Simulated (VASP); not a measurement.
# Cu (Fm-3m) in VASP: a series of runs

One crystal, Cu, is run at these levels: PBE; tasks: relaxation of cell and atoms.

Program: VASP 6.6.1. These are calculated values, not measurements. Logs are shortened: lines on timing, memory, paths and dates and some standing lists are left out, and cuts for length are marked.

## 1. The structure

The structure is cubic, space group Fm-3m (No. 225). The conventional cell has a = 3.615 Å, b = 3.615 Å, c = 3.615 Å, α = 90.00°, β = 90.00°, γ = 90.00°. Cu (site symmetry m-3m) is surrounded by 12 Cu at 2.56 Å.

## 2. Relaxation of cell and atoms, PBE

The input, INCAR:

```
SYSTEM = Cu
ALGO     = Normal         ! electronic algorithm
EDIFF    = 1E-7           ! SCF threshold, eV
EDIFFG   = -0.002         ! ionic threshold
ENCUT    = 700            ! plane-wave cutoff, eV
GGA      = PE             ! functional
IBRION   = 2              ! ionic algorithm
ISIF     = 3              ! what is computed and relaxed
ISMEAR   = 0              ! smearing method
LASPH    = .TRUE.         ! aspherical terms in the spheres
LCHARG   = .FALSE.        ! write CHGCAR
LREAL    = .FALSE.        ! projectors in reciprocal space
LWAVE    = .FALSE.        ! write WAVECAR
NELM     = 100            ! most SCF steps
NSW      = 80             ! ionic steps
PREC     = Accurate       ! precision mode
SIGMA    = 0.1            ! smearing width, eV
```

The input, KPOINTS:

```
k-points
0
G
  20 20 20
  0 0 0
```

The input, POSCAR:

```
Cu
1.0
    0.0000000000      1.8075000000      1.8075000000
    1.8075000000      0.0000000000      1.8075000000
    1.8075000000      1.8075000000      0.0000000000
Cu
1
Direct
    0.0000000000      0.0000000000      0.0000000000
```

Potentials or basis: VASP PAW PBE potentials, release 64 (Cu).

Launch:

```
> cat potpaw_PBE.64/Cu/POTCAR > POTCAR
> mpirun -np 1 vasp_std > vasp.out
```

OUTCAR:

```text
SYSTEM = Cu
   EDIFF = 1E-7
   EDIFFG = -0.002
   ENCUT = 700
   GGA = PE
   IBRION = 2
   ISIF = 3
   ISMEAR = 0
   LASPH = .TRUE.
   LREAL = .FALSE.
   NELM = 100
   NSW = 80
   PREC = Accurate

 ion  position               nearest neighbor table
   1  0.000  0.000  0.000-

  LATTYP: Found a face centered cubic cell.
 ALAT       =     3.6150000000

  Lattice vectors:

 A1 = (   0.0000000000,   1.8075000000,   1.8075000000)
 A2 = (   1.8075000000,   0.0000000000,   1.8075000000)
 A3 = (   1.8075000000,   1.8075000000,   0.0000000000)

Analysis of symmetry for initial positions (statically):
=====================================================================
 Subroutine PRICEL returns:
 Original cell was already a primitive cell.

 Routine SETGRP: Setting up the symmetry group for a
 face centered cubic supercell.

 Subroutine GETGRP returns: Found 48 space group operations
 (whereof 48 operations were pure point group operations)
 out of a pool of 48 trial point group operations.

The static configuration has the point symmetry O_h .

Analysis of symmetry for dynamics (positions and initial velocities):
=====================================================================
 Subroutine PRICEL returns:
 Original cell was already a primitive cell.

 Routine SETGRP: Setting up the symmetry group for a
 face centered cubic supercell.

 Subroutine GETGRP returns: Found 48 space group operations
 (whereof 48 operations were pure point group operations)
 out of a pool of 48 trial point group operations.

The dynamic configuration has the point symmetry O_h .

 Subroutine INISYM returns: Found 48 space group operations
 (whereof 48 operations are pure point group operations),
 and found     1 'primitive' translations

----------------------------------------------------------------------------------------

                                     Primitive cell

  volume of cell :      11.8104

  direct lattice vectors                    reciprocal lattice vectors
     0.000000000  1.807500000  1.807500000    -0.276625173  0.276625173  0.276625173
     1.807500000  0.000000000  1.807500000     0.276625173 -0.276625173  0.276625173
     1.807500000  1.807500000  0.000000000     0.276625173  0.276625173 -0.276625173

  length of vectors
     2.556191014  2.556191014  2.556191014     0.479128854  0.479128854  0.479128854

  position of ions in fractional coordinates (direct lattice)
     0.000000000  0.000000000  0.000000000

  ion indices of the primitive-cell ions
   primitive index   ion index
                 1           1

----------------------------------------------------------------------------------------

 KPOINTS: k-points

Automatic generation of k-mesh.
 Grid dimensions read from file:
 generate k-points for:   20   20   20

 Generating k-lattice:

  Cartesian coordinates                     Fractional coordinates (reciprocal lattice)
    -0.013831259  0.013831259  0.013831259     0.050000000  0.000000000  0.000000000
     0.013831259 -0.013831259  0.013831259     0.000000000  0.050000000  0.000000000
     0.013831259  0.013831259 -0.013831259     0.000000000  0.000000000  0.050000000

  Length of vectors
     0.023956443  0.023956443  0.023956443

  Shift w.r.t. Gamma in fractional coordinates (k-lattice)
     0.000000000  0.000000000  0.000000000

 Subroutine IBZKPT returns following result:
 ===========================================

 Found    256 irreducible k-points:

 Following reciprocal coordinates:
            Coordinates               Weight
  0.000000  0.000000  0.000000      1.000000
  0.050000  0.000000  0.000000      8.000000
  0.100000  0.000000  0.000000      8.000000
  0.150000  0.000000  0.000000      8.000000
  0.200000  0.000000  0.000000      8.000000
  0.250000  0.000000  0.000000      8.000000
[... 16 lines left out ...]
 -0.400000  0.050000  0.000000     24.000000
 -0.350000  0.050000  0.000000     24.000000
 [... further k-points ...]
   k-points           NKPTS =    256   k-points in BZ     NKDIM =    256   number of bands    NBANDS=      9
   number of dos      NEDOS =    301   number of ions     NIONS =      1
   total plane-waves  NPLWV =  13824
   dimension x,y,z NGX =    24 NGY =   24 NGZ =   24
   dimension x,y,z NGXF=    48 NGYF=   48 NGZF=   48
   ions per type =               1
   NGX,Y,Z   is equivalent  to a cutoff of  15.61, 15.61, 15.61 a.u.
   NGXF,Y,Z  is equivalent  to a cutoff of  31.22, 31.22, 31.22 a.u.
 SYSTEM =  Cu
   PREC   = accura    normal or accurate (medium, high low for compatibility)
   ISTART =      0    job   : 0-new  1-cont  2-samecut
   ICHARG =      2    charge: 1-file 2-atom 10-const
   ISPIN  =      1    spin polarized calculation?
   LNONCOLLINEAR =      F non collinear calculations
   LSORBIT =      F    spin-orbit coupling
   LASPH  =      T    aspherical Exc in radial PAW
   ENCUT  =  700.0 eV  51.45 Ry    7.17 a.u.   5.51  5.51  5.51*2*pi/ulx,y,z
   NELM   =    100;   NELMIN=  2; NELMDL= -5     # of ELM steps
   EDIFF  = 0.1E-06   stopping-criterion for ELM
   LREAL  =      F    real-space projection
   EDIFFG = -.2E-02   stopping-criterion for IOM
   NSW    =     80    number of steps for IOM
   IBRION =      2    ionic relax: 0-MD 1-quasi-New 2-CG
   NFREE  =      1    steps in history (QN), initial steepest desc. (CG)
   ISIF   =      3    stress and relaxation
   ISYM   =      2    0-nonsym 1-usesym 2-fastsym
   POTIM  = 0.5000    time-step for ionic-motion
   TEBEG  =    0.0;   TEEND  =   0.0 temperature during run
   PSTRESS=    0.0 pullay stress
   NELECT =      11.0000    total number of electrons
   NUPDOWN=      -1.0000    fix difference up-down
   EMIN   =  10.00;   EMAX   =-10.00  energy-range for DOS
   EFERMI =   0.00;   METHOD = LEGACY
   ISMEAR =     0;   SIGMA  =   0.10  broadening in eV -4-tet -1-fermi 0-gaus
   EFERMI_NEDOS =   21; number of points for ismear=-14 and -15
   IALGO  =     38    algorithm
   IMIX   =      4    mixing-type and parameters
     AMIX     =   0.40;   BMIX     =  1.00
     AMIX_MAG =   1.60;   BMIX_MAG =  1.00
  volume/ion in A,a.u.               =      11.81        79.70
  Fermi-wavevector in a.u.,A,eV,Ry     =   1.598763  3.021224 34.777078  2.556043
  Thomas-Fermi vector in A             =   2.696162
   LORBIT       =      0    0 simple, 1 ext, 2 COOP (PROOUT), +10 PAW based schemes
   GGA     = PE    functional components
   LHFCALC =     F    Hartree Fock is set to
   AEXX    =    0.0000 exact exchange contribution
   IVDW    =     0    specifies the selected vdW correction
   LEPSILON=     F    determine dielectric tensor
   LRPA    =     F    only Hartree local field effects (RPA)
 conjugate gradient relaxation of ions
 non-spin polarized calculation
 Gauss-broadening in eV      SIGMA  =   0.10
  energy-cutoff  :      700.00
  volume of cell :       11.81
 maximum number of plane-waves:       531
 NGX is ok and might be reduce to    24
   NGX = 11   NGY = 11   NGZ = 11

--------------------------------------- Ionic step        1  -------------------------------------------

 number of electron      10.9999997 magnetization

 Free energy of the ion-electron system (eV)
  ---------------------------------------------------
  ext. energy  EPLUGINS =         0.00000000
  ---------------------------------------------------
  free energy    TOTEN  =        -3.72779335 eV

  energy without entropy =       -3.72647895  energy(sigma->0) =       -3.72713615

------------------------ aborting loop because EDIFF is reached ----------------------------------------

  FORCE on cell =-STRESS in cart. coord.  units (eV):
  Direction    XX          YY          ZZ          XY          YZ          ZX
  --------------------------------------------------------------------------------------
  -------------------------------------------------------------------------------------
  Total        0.1700766      0.1700766      0.1700766     -0.0000000      0.0000000      0.0000000
  in kB       23.0722608     23.0722608     23.0722608     -0.0000000      0.0000000      0.0000000
  external PRESSURE =      23.0722608 kB  Pullay stress =       0.0000000 kB
[... 55 lines left out ...]
  energy  without entropy=       -3.7273993680  energy(sigma->0) =       -3.72807520

--------------------------------------- Ionic step        3  -------------------------------------------

 number of electron      10.9999998 magnetization

 Free energy of the ion-electron system (eV)
  ---------------------------------------------------
  ext. energy  EPLUGINS =         0.00000000
  ---------------------------------------------------
  free energy    TOTEN  =        -3.72912861 eV

  energy without entropy =       -3.72778954  energy(sigma->0) =       -3.72845908

 E-fermi :   7.3636     XC(G=0): -12.6334

 val. band max:        7.3432408768   @ k =   0.5000   0.2500   0.1000
 cond. band min:       7.4086576139   @ k =   0.5000   0.3500   0.1500
 fundamental gap:      0.0654167371
 Fermi energy:         7.3635746818

 k-point     1 :       0.0000    0.0000    0.0000
  band No.  band energies     occupation
      1      -1.8406      2.00000
      2       4.4128      2.00000
      3       4.4128      2.00000
      4       4.4128      2.00000
      5       5.2148      2.00000
      6       5.2148      2.00000
      7      29.8565      0.00000
      8      32.3780      0.00000
      9      32.3780      0.00000
[... 265 lines left out ...]
 k-point    24 :      -0.3500    0.0500    0.0000
  band No.  band energies     occupation
      1       1.9410      2.00000
      2       4.4388      2.00000
      3       4.4776      2.00000
      4       4.6145      2.00000
      5       5.5231      2.00000
      6       5.8005      2.00000
      7      14.5780      0.00000
      8      27.0007      0.00000
      9      29.4002      0.00000

 [... further k-points ...]

------------------------ aborting loop because EDIFF is reached ----------------------------------------

  FORCE on cell =-STRESS in cart. coord.  units (eV):
  Direction    XX          YY          ZZ          XY          YZ          ZX
  --------------------------------------------------------------------------------------
  -------------------------------------------------------------------------------------
  Total        0.0014769      0.0014769      0.0014769     -0.0000000     -0.0000000      0.0000000
  in kB        0.1971916      0.1971916      0.1971916     -0.0000000     -0.0000000      0.0000000
  external PRESSURE =       0.1971916 kB  Pullay stress =       0.0000000 kB
[... 16 lines left out ...]
  FREE ENERGIE OF THE ION-ELECTRON SYSTEM (eV)
  ---------------------------------------------------
  free  energy   TOTEN  =        -3.7291286079 eV

  energy  without entropy=       -3.7277895443  energy(sigma->0) =       -3.72845908

 reached required accuracy - stopping structural energy minimisation
```

Run time: 33 s. Hardware: 1 thread of Intel Xeon 6975P-C (Granite Rapids), shared host; peak memory 0.18 GiB.

What came out:

```
Free energy                            : -3.7291 eV
Relaxed volume                         : 12.00 Å³/atom
Relaxed cell                           : a = 2.570 Å, b = 2.570 Å, c = 2.570 Å, α = 60.00°, β = 60.00°, γ = 60.00°
Space group after relaxing (to 0.05 Å) : Fm-3m (No. 225)
Energy gained by relaxing              : 1.3 meV/atom
Ionic steps                            : 3
Pressure after relaxing                : 0.0 GPa
Band gap on the k mesh                 : none (metal or under the smearing width)
```

Step by step:
```
step  energy change (eV)  largest force (eV/Å)  pressure (GPa)  volume (Å³)
   1              0.0000                0.0000            2.31        11.81
   2             -0.0010                0.0000           -1.15        12.10
   3             -0.0013                0.0000            0.02        12.00
```

Final structure:
```cif
data_structure
_symmetry_space_group_name_H-M 'P 1'
_symmetry_Int_Tables_number 1
_cell_length_a 2.5698
_cell_length_b 2.5698
_cell_length_c 2.5698
_cell_angle_alpha 60.000
_cell_angle_beta 60.000
_cell_angle_gamma 60.000
_cell_volume 12.00
loop_
_atom_site_label
_atom_site_type_symbol
_atom_site_fract_x
_atom_site_fract_y
_atom_site_fract_z
_atom_site_occupancy
Cu1 Cu 0.00000 0.00000 0.00000 1
```

Levels at points of the mesh, in eV from the Fermi level:
| k point | band 3 | band 4 | band 5 | band 6 | band 7 | band 8 | band 9 |
| --- | --- | --- | --- | --- | --- | --- | --- |
| (0.00, 0.00, 0.00) | -2.95 | -2.95 | -2.15 | -2.15 | 22.49 | 25.01 | 25.01 |
| (0.50, 0.00, 0.00) | -2.98 | -1.59 | -1.59 | -0.93 | 3.70 | 20.99 | 21.85 |
| (0.50, 0.50, 0.00) | -1.61 | -1.45 | -1.45 | 1.54 | 7.03 | 12.99 | 12.99 |

PBE usually gives volumes a little too large and moduli too small. Zero-point motion and thermal expansion aren't in these numbers.

## 3. Relaxation of cell and atoms, PBE

This run uses another cell than the first one, of 12.00 Å³/atom, 1.016 times its volume.

INCAR is that of step 2.

KPOINTS is that of step 2.

The input, POSCAR:

```
Cu                                      
1.0
   -0.0000000000      1.8171042090      1.8171042090
    1.8171042090      0.0000000000      1.8171042090
    1.8171042090      1.8171042090     -0.0000000000
  Cu            
     1
Direct
     0.0000000000000000    0.0000000000000000    0.0000000000000000
```

Potentials or basis: VASP PAW PBE potentials, release 64 (Cu).

Launch:

```
> cat potpaw_PBE.64/Cu/POTCAR > POTCAR
> mpirun -np 1 vasp_std > vasp.out
```

Wall time 12 s (1 thread of Intel Xeon 6975P-C (Granite Rapids), shared host); peak memory 0.18 GiB.

Results (log left out):

| Property | Result |
| --- | --- |
| Free energy | -3.7293 eV |
| Pressure after relaxing | 0.0 GPa |
| Band gap on the k mesh | none (metal or under the smearing width) |

Final structure:
```cif
data_structure
_symmetry_space_group_name_H-M 'P 1'
_symmetry_Int_Tables_number 1
_cell_length_a 2.5698
_cell_length_b 2.5698
_cell_length_c 2.5698
_cell_angle_alpha 60.000
_cell_angle_beta 60.000
_cell_angle_gamma 60.000
_cell_volume 12.00
loop_
_atom_site_label
_atom_site_type_symbol
_atom_site_fract_x
_atom_site_fract_y
_atom_site_fract_z
_atom_site_occupancy
Cu1 Cu 0.00000 0.00000 0.00000 1
```

Levels at points of the mesh, in eV from the Fermi level:
```tsv
k point	band 2	band 3	band 4	band 5	band 6	band 7	band 8	band 9
(0.00, 0.00, 0.00)	-2.95	-2.95	-2.95	-2.15	-2.15	22.49	25.01	25.01
(0.50, 0.00, 0.00)	-2.98	-2.98	-1.59	-1.59	-0.93	3.70	20.99	21.85
(0.50, 0.50, 0.00)	-4.31	-1.61	-1.45	-1.45	1.54	7.03	12.99	12.99
```

Caveat: the relaxation stopped at its first step, so nothing moved.
